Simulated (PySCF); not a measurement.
Runs of PySCF 2.14.0 on Pb. Symmetry: Fm-3m, No. 225, cubic system. The conventional cell has a = 4.950 Å, b = 4.950 Å, c = 4.950 Å, α = 90.00°, β = 90.00°, γ = 90.00°. Pb (site symmetry m-3m) has 12 Pb at 3.50 Å as nearest neighbours. 

```tsv
task	level	k mesh	band path	conv_tol	max_cycle	gap on the mesh (eV)	V0 of scaled cells (Å³/atom)	B0 (GPa)
band structure	HLE16	7 × 7 × 7	GXWKGLUWLK,UX	1e-07 Ha	60	none	-	-
equation of state	LDA	8 × 8 × 8	-	-	-	-	(a)	44
band structure	TPSS	7 × 7 × 7	GXWKGLUWLK,UX	1e-07 Ha	60	none	-	-
equation of state	PBEsol	8 × 8 × 8	-	-	-	-	31.62	45
band structure	LDA	7 × 7 × 7	GXWKGLUWLK,UX	1e-07 Ha	60	none	-	-
band structure	r2SCAN	7 × 7 × 7	GXWKGLUWLK,UX	1e-07 Ha	60	none	-	-
equation of state	PBEsol	9 × 9 × 9	-	-	-	-	31.41	45
band structure	r2SCAN	9 × 9 × 9	GXWKGLUWLK,UX	1e-07 Ha	60	none	-	-
band structure	PBEsol	7 × 7 × 7	GXWKGLUWLK,UX	1e-07 Ha	60	none	-	-
band structure	revTPSS	7 × 7 × 7	GXWKGLUWLK,UX	1e-07 Ha	60	none	-	-
```

Alike in all rows: potentials or basis DZVP-MOLOPT-SR/GTH-PBE (potentials made for PBE); no spin polarisation; cell as given; smearing fermi-dirac 0.05 eV.

Q: Estimate the missing entries.

A: (a) 31.76.

Caveats: the potentials were made for another functional, which shifts forces and pressure; the basis of atomic orbitals isn't converged, which shifts pressures, moduli and gaps; spin-orbit coupling is left out, which moves the levels of the heavy elements (some runs); meta-GGAs need a finer uniform grid than this (some runs); the potentials were made for a functional far from this one (some runs).

A k mesh can miss the band edges, and the runs leave out spin-orbit coupling on Pb.

A gap of «none» marks a metal or a gap under the smearing width.

Runs at the PBE level aren't shown here.
